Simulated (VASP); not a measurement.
# InSb2As3 (P3m1) in VASP: further runs

The runs below take InSb2As3 through relaxation of cell and atoms, single point, with PBE, r2SCAN.

All numbers are computed with VASP 6.6.1; they aren't measurements. Logs are shortened: lines on timing, memory, paths and dates and some standing lists are left out, and cuts for length are marked.

**1. The crystal as given**

It takes space group P3m1 (No. 156, trigonal). Conventional cell: a = 4.123 Å, b = 4.123 Å, c = 9.988 Å, α = 90.00°, β = 90.00°, γ = 120.00°. Around In (site symmetry 3m) lie 6 As at 2.83 to 2.98 Å. Around Sb (site symmetry 3m) lie 6 As at 2.86 to 2.94 Å. Sb (site symmetry 3m) has 6 As at 2.86 to 2.98 Å as nearest neighbours. As (site symmetry 3m) is surrounded by 6 Sb at 2.86 to 2.98 Å. As (site symmetry 3m) has 3 In at 2.83 Å and 3 Sb at 2.94 Å as nearest neighbours. As (site symmetry 3m) is surrounded by 3 Sb at 2.86 Å and 3 In at 2.98 Å.

The cell was built by a generator and needn't be a form met in nature.

**2. Relaxation of cell and atoms, PBE**

INCAR reads:

```
SYSTEM = InSb2As3
PREC = Accurate
ENCUT = 520
EDIFF = 1E-6
ISMEAR = 0
SIGMA = 0.1
LREAL = .FALSE.
LASPH = .TRUE.
NELM = 120
ALGO = Normal
ISIF = 3
LWAVE = .FALSE.
LCHARG = .FALSE.
GGA = PE
IBRION = 2
NSW = 90
EDIFFG = -0.01
KPAR = 4
```

KPOINTS reads:

```
Automatic mesh
0
G
  8 8 4
  0 0 0
```

POSCAR reads:

```
InSb2As3
1.0
    4.1232883600      0.0000000000      0.0000000000
   -2.0616441800      3.5708724700      0.0000000000
    0.0000000000      0.0000000000      9.9880000000
In Sb As
1 2 3
Direct
    0.0000000000      0.0000000000      0.9910893100
    0.6666666700      0.3333333300      0.3153784500
    0.3333333300      0.6666666700      0.6536844200
    0.0000000000      0.0000000000      0.4747697200
    0.3333333300      0.6666666700      0.1434721700
    0.6666666700      0.3333333300      0.8115738900
```

Potentials or basis: VASP PAW PBE potentials, release 64 (In_d, Sb, As).

Command:

```sh
> cat potpaw_PBE.64/In_d/POTCAR potpaw_PBE.64/Sb/POTCAR potpaw_PBE.64/As/POTCAR > POTCAR
> mpirun -np 4 vasp_std > vasp.out
```

OUTCAR:

```text
SYSTEM = InSb2As3
   PREC = Accurate
   ENCUT = 520
   EDIFF = 1E-6
   ISMEAR = 0
   LREAL = .FALSE.
   LASPH = .TRUE.
   NELM = 120
   ISIF = 3
   GGA = PE
   IBRION = 2
   NSW = 90
   EDIFFG = -0.01

 ion  position               nearest neighbor table
   1  0.000  0.000  0.991-   5 2.83   5 2.83   5 2.83   6 2.98   6 2.98   6 2.98
   2  0.667  0.333  0.315-   4 2.86   4 2.86   4 2.86   5 2.94   5 2.94   5 2.94
   3  0.333  0.667  0.654-   6 2.86   6 2.86   6 2.86   4 2.98   4 2.98   4 2.98
   4  0.000  0.000  0.475-   2 2.86   2 2.86   2 2.86   3 2.98   3 2.98   3 2.98
   5  0.333  0.667  0.143-   1 2.83   1 2.83   1 2.83   2 2.94   2 2.94   2 2.94
   6  0.667  0.333  0.812-   3 2.86   3 2.86   3 2.86   1 2.98   1 2.98   1 2.98

  LATTYP: Found a hexagonal cell.
 ALAT       =     4.1232883600
 C/A-ratio  =     2.4223384658

  Lattice vectors:

 A1 = (   4.1232883600,   0.0000000000,   0.0000000000)
 A2 = (  -2.0616441800,   3.5708724700,   0.0000000000)
 A3 = (   0.0000000000,   0.0000000000,   9.9880000000)

Analysis of symmetry for initial positions (statically):
=====================================================================
 Subroutine PRICEL returns:
 Original cell was already a primitive cell.

 Routine SETGRP: Setting up the symmetry group for a
 hexagonal supercell.

 Subroutine GETGRP returns: Found  6 space group operations
 (whereof  6 operations were pure point group operations)
 out of a pool of 24 trial point group operations.

The static configuration has the point symmetry C_3v.

Analysis of symmetry for dynamics (positions and initial velocities):
=====================================================================
 Subroutine PRICEL returns:
 Original cell was already a primitive cell.

 Routine SETGRP: Setting up the symmetry group for a
 hexagonal supercell.

 Subroutine GETGRP returns: Found  6 space group operations
 (whereof  6 operations were pure point group operations)
 out of a pool of 24 trial point group operations.

The dynamic configuration has the point symmetry C_3v.

 Subroutine INISYM returns: Found  6 space group operations
 (whereof  6 operations are pure point group operations),
 and found     1 'primitive' translations

----------------------------------------------------------------------------------------

                                     Primitive cell

  volume of cell :     147.0607

  direct lattice vectors                    reciprocal lattice vectors
     4.123288360  0.000000000  0.000000000     0.242524876  0.140021803  0.000000000
[... 115 lines left out ...]
  volume/ion in A,a.u.               =      24.51       165.40
  Fermi-wavevector in a.u.,A,eV,Ry     =   1.042727  1.970468 14.793329  1.087279
  Thomas-Fermi vector in A             =   2.177405
   LORBIT       =      0    0 simple, 1 ext, 2 COOP (PROOUT), +10 PAW based schemes
   GGA     = PE    functional components
   LHFCALC =     F    Hartree Fock is set to
   AEXX    =    0.0000 exact exchange contribution
   IVDW    =     0    specifies the selected vdW correction
   LEPSILON=     F    determine dielectric tensor
   LRPA    =     F    only Hartree local field effects (RPA)
 conjugate gradient relaxation of ions
 non-spin polarized calculation
 Gauss-broadening in eV      SIGMA  =   0.10
  energy-cutoff  :      520.00
  volume of cell :      147.06
 maximum number of plane-waves:      4003
 NGX is ok and might be reduce to    32
   NGX = 15   NGY = 15   NGZ = 37

--------------------------------------- Ionic step        1  -------------------------------------------

 number of electron      38.0000003 magnetization

 Free energy of the ion-electron system (eV)
  ---------------------------------------------------
  ext. energy  EPLUGINS =         0.00000000
  ---------------------------------------------------
  free energy    TOTEN  =       -24.78565558 eV

  energy without entropy =      -24.77413603  energy(sigma->0) =      -24.77989581

------------------------ aborting loop because EDIFF is reached ----------------------------------------

  FORCE on cell =-STRESS in cart. coord.  units (eV):
  Direction    XX          YY          ZZ          XY          YZ          ZX
  --------------------------------------------------------------------------------------
  -------------------------------------------------------------------------------------
  Total        0.4528821      0.4528821      0.4062942      0.0000000     -0.0000000      0.0000000
  in kB        4.9340003      4.9340003      4.4264399      0.0000000     -0.0000000      0.0000000
  external PRESSURE =       4.7648135 kB  Pullay stress =       0.0000000 kB
[... 101 lines left out ...]
  FREE ENERGIE OF THE ION-ELECTRON SYSTEM (eV)
  ---------------------------------------------------
  free  energy   TOTEN  =       -24.7900817983 eV

  energy  without entropy=      -24.7783730850  energy(sigma->0) =      -24.78422744

 E-fermi :   6.5141     XC(G=0): -10.0225

 val. band max:        6.4532202330   @ k =   0.2500  -0.0000   0.0000
 cond. band min:       6.5300538717   @ k =   0.0000   0.0000   0.0000
 fundamental gap:      0.0768336387
 Fermi energy:         6.5141152007

 k-point     1 :       0.0000    0.0000    0.0000
  band No.  band energies     occupation
      1      -7.9406      2.00000
      2      -7.9406      2.00000
      3      -7.9018      2.00000
      4      -7.8750      2.00000
      5      -7.8750      2.00000
      6      -6.8646      2.00000
[... 613 lines left out ...]
     22       8.5858      0.00000
     23       9.8017      0.00000

 [... further k-points ...]

[... ionic steps 4 to 10 ...]

--------------------------------------- Ionic step       11  -------------------------------------------

 number of electron      38.0000008 magnetization

------------------------ aborting loop because EDIFF is reached ----------------------------------------
[... 75 lines left out ...]
--------------------------------------- Ionic step       13  -------------------------------------------

 number of electron      38.0000008 magnetization

 Free energy of the ion-electron system (eV)
  ---------------------------------------------------
  ext. energy  EPLUGINS =         0.00000000
  ---------------------------------------------------
  free energy    TOTEN  =       -24.80482657 eV

  energy without entropy =      -24.79508672  energy(sigma->0) =      -24.79995665

 E-fermi :   6.3985     XC(G=0):  -9.9799

 val. band max:        6.3430062896   @ k =   0.1250   0.1250   0.2500
 cond. band min:       6.4426645272   @ k =   0.5000  -0.0000   0.2500
 fundamental gap:      0.0996582376
 Fermi energy:         6.3985008118

 k-point     1 :       0.0000    0.0000    0.0000
  band No.  band energies     occupation
      1      -8.0481      2.00000
      2      -8.0481      2.00000
      3      -8.0110      2.00000
      4      -7.9851      2.00000
      5      -7.9851      2.00000
      6      -6.8677      2.00000
[... 648 lines left out ...]
  FREE ENERGIE OF THE ION-ELECTRON SYSTEM (eV)
  ---------------------------------------------------
  free  energy   TOTEN  =       -24.8048265712 eV

  energy  without entropy=      -24.7950867239  energy(sigma->0) =      -24.79995665

 reached required accuracy - stopping structural energy minimisation
```

OSZICAR:

```text
N       E                     dE             d eps       ncg     rms          rms(c)
DAV:   1     0.278644080507E+03    0.27864E+03   -0.15180E+04  1610   0.152E+03
DAV:   2     0.547207841705E+01   -0.27317E+03   -0.26784E+03  1764   0.342E+02
DAV:   3    -0.239383667626E+02   -0.29410E+02   -0.28809E+02  2078   0.110E+02
DAV:   4    -0.250867024063E+02   -0.11483E+01   -0.11411E+01  2000   0.234E+01
[... 106 lines left out ...]
DAV:   1    -0.248048192517E+02   -0.24973E-04   -0.67600E-03  1610   0.476E-01    0.441E-02
DAV:   2    -0.248048378007E+02   -0.18549E-04   -0.46181E-04  2152   0.180E-01    0.228E-02
DAV:   3    -0.248048295117E+02    0.82889E-05   -0.23124E-05  2453   0.483E-02    0.130E-02
DAV:   4    -0.248048269587E+02    0.25530E-05   -0.41826E-06  1804   0.236E-02    0.567E-03
DAV:   5    -0.248048265712E+02    0.38747E-06   -0.11268E-06  1303   0.138E-02
  13 F= -.24804827E+02 E0= -.24799957E+02  d E =-.109072E-03
```

Run time: 3.1 min. Hardware: 4 MPI ranks of Intel Xeon Platinum 8488C (Sapphire Rapids), shared host; peak memory 0.37 GiB.

What came out:

```yaml
Free_energy: -24.8048 eV
Relaxed_volume: 24.60 Å³/atom
Relaxed_cell: a = 4.136 Å, b = 4.136 Å, c = 9.965 Å, α = 90.00°, β = 90.00°, γ = 120.00°
Space_group_after_relaxing_to_0.05_Å: P-3m1 (No. 164)
Energy_gained_by_relaxing: 3.2 meV/atom
Ionic_steps: 13
Pressure_after_relaxing: 0.0 GPa
Largest_force_after_relaxing: 0.006 eV/Å
Band_gap_on_the_k_mesh: none (metal or under the smearing width)
```

Forces on the atoms (eV/Å):
```
In   0.000  0.000 -0.001
Sb   0.000  0.000  0.000
Sb   0.000  0.000  0.006
As   0.000  0.000 -0.003
As   0.000  0.000 -0.004
As   0.000  0.000  0.002
```

The path:
| step | energy change (eV) | largest force (eV/Å) | pressure (GPa) | volume (Å³) |
| --- | --- | --- | --- | --- |
| 1 | 0.0000 | 0.1959 | 0.48 | 147.06 |
| 2 | -0.0044 | 0.1544 | -0.25 | 148.62 |
| 3 | -0.0044 | 0.1506 | -0.29 | 148.71 |
| 4 | -0.0081 | 0.1257 | -0.25 | 148.45 |
| 5 | -0.0153 | 0.1003 | 0.00 | 147.69 |
| 6 | -0.0098 | 0.2452 | 0.65 | 146.18 |
| 7 | -0.0166 | 0.1423 | 0.15 | 147.26 |
| 8 | -0.0187 | 0.0585 | -0.12 | 147.92 |
| 9 | -0.0187 | 0.0483 | -0.17 | 148.00 |
| 10 | -0.0186 | 0.0361 | 0.20 | 147.18 |
| 11 | -0.0191 | 0.0236 | 0.00 | 147.60 |
| 12 | -0.0191 | 0.0137 | 0.00 | 147.60 |
| 13 | -0.0192 | 0.0057 | 0.00 | 147.60 |

Final structure:
```cif
data_structure
_symmetry_space_group_name_H-M 'P 1'
_symmetry_Int_Tables_number 1
_cell_length_a 4.1356
_cell_length_b 4.1356
_cell_length_c 9.9650
_cell_angle_alpha 90.000
_cell_angle_beta 90.000
_cell_angle_gamma 120.000
_cell_volume 147.60
loop_
_atom_site_label
_atom_site_type_symbol
_atom_site_fract_x
_atom_site_fract_y
_atom_site_fract_z
_atom_site_occupancy
In1 In 0.00000 0.00000 0.98160 1
Sb1 Sb 0.66667 0.33333 0.31364 1
Sb2 Sb 0.33333 0.66667 0.64956 1
As1 As 0.00000 0.00000 0.48174 1
As2 As 0.33333 0.66667 0.14860 1
As3 As 0.66667 0.33333 0.81482 1
```

(Continued in part 2 of 2.)
